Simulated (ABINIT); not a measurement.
The system is B.

```
CELL_PARAMETERS angstrom
1.88524 0.00000 0.00000
0.00000 1.88524 0.00000
0.00000 0.00000 1.88524
ATOMIC_POSITIONS crystal
B 0.50000 0.50000 0.50000
```

The cell was built by a generator and needn't be a form met in nature.

Base run:

| Property | Result |
| --- | --- |
| Program | ABINIT 10.8.3 (patched build) |
| Functional | r2SCAN |
| Potentials or basis | JTH PAW PBE v2.0 |
| Cutoff | 490 eV |
| k mesh | 14 × 14 × 14 |
| Occupations | fermi-dirac, width 0.05 eV |
| Spin | no spin polarisation |

Its results: band gap on the k mesh none (metal or under the smearing width); pressure 0.0 GPa.

The run is repeated on the same cell with these changes: functional from r2SCAN to BLYP. What comes out?

Band gap on the k mesh none (metal or under the smearing width); pressure 7.7 GPa.

Caveats: the PAW data sets were made with another functional, which shifts forces and pressure a little.
